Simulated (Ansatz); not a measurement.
A run of Ansatz 0.2.0:

input.yaml

```yaml
crystal:
  lattice:
    - [4.37464, 0.0, 0.0]
    - [-2.18732, 3.78855, 0.0]
    - [0.0, 0.0, 2.56101]
  atoms:
    - { symbol: Ti, position: [0.0, 0.0, 0.0] }
    - { symbol: Si, position: [0.33333, 0.66667, 0.5] }
    - { symbol: Si, position: [0.66667, 0.33333, 0.5] }
hamiltonian:
  xc: r2scan0
  pseudopotentials: { kind: paw }
kpoints:
  mp_grid: { grid: [4, 4, 6] }
scf:
  occupations: { method: fermi_dirac, width: 0.05 }
  n_extra_bands: 7
output:
  forces: true
  stress: true
  eigenvalues: true
  dos: { projected: true, de: 0.05 }
```

Potentials or basis: Ansatz PAW.

Launch:

```sh
$ ansatz run input.yaml --threads 2 --pin off --max-ram 5632MiB --backend cpu --events-out ev --progress --plain --runs-dir out
```

Hardware: 2 threads of Arm Neoverse V1, on a shared host.

Task: How long does it take, and how much memory?

Result: Run time: 24 s on 2 threads of Arm Neoverse V1, on a shared host, peak memory 0.97 GiB. Counts: scf iterations 30, plane waves 1071, k points 16, bands 17.
